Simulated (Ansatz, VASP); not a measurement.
GaN: VASP beside Ansatz

INCAR

```
SYSTEM = GaN
PREC = Accurate
ENCUT = 600
EDIFF = 1E-7
ISMEAR = 0
SIGMA = 0.01
LREAL = .FALSE.
LASPH = .TRUE.
NELM = 60
ALGO = Normal
ISIF = 3
LWAVE = .FALSE.
LCHARG = .FALSE.
GGA = CA
IBRION = 2
NSW = 80
EDIFFG = -0.001
```

The input KPOINTS:

```
Automatic mesh
0
G
  10 10 10
  0 0 0
```

Contents of POSCAR:

```
GaN
1.0
    0.0000000000      2.2277008293      2.2277008293
    2.2277008293      0.0000000000      2.2277008293
    2.2277008293      2.2277008293      0.0000000000
Ga N
1 1
Direct
    0.0000000000      0.0000000000      0.0000000000
    0.7500000000      0.7500000000      0.7500000000
```

Input for Ansatz:

```yaml
crystal:
  lattice:
    - [0.0, 2.2277008253, 2.2277008253]
    - [2.2277008253, 0.0, 2.2277008253]
    - [2.2277008253, 2.2277008253, 0.0]
  atoms:
    - { symbol: Ga, position: [0.0, 0.0, 0.0] }
    - { symbol: "N", position: [0.75, 0.75, 0.75] }
basis:
  ecutwfc: 420
kpoints:
  mp_grid: { grid: [10, 10, 10] }
hamiltonian:
  xc: lda
scf:
  occupations: { method: fixed }
output:
  forces: true
  stress: true
  eigenvalues: true
relax:
  adjacent_minimum: "off"
  f_tol: 0.001
  max_steps: 60
  cell: { stress_tol: 0.01 }
```

Alike in both runs: task relaxation of cell and atoms; functional LDA; k mesh 10 × 10 × 10; no spin polarisation.

|  | VASP | Ansatz |
| --- | --- | --- |
| version | VASP 6.6.1 | Ansatz 0.2.0 |
| potentials or method | VASP PAW LDA potentials, release 64 (Ga_d, N) | scalar-relativistic, plane waves, PAW |
| plane-wave cutoff (eV) | 600 | 420 |
| occupations | gaussian, width 0.01 eV | fixed |
| valence electrons in the cell | 18 | 18 |

```csv
,VASP,Ansatz,Ansatz less VASP
"gap on the k mesh at the Fermi level, each at its own relaxed structure (eV)",1.94,1.96,+0.016
relaxed volume (Å³/atom),11.11,11.06,-0.055
relaxed cell length with the largest relative difference (Å),3.156,3.150,-0.0052
```
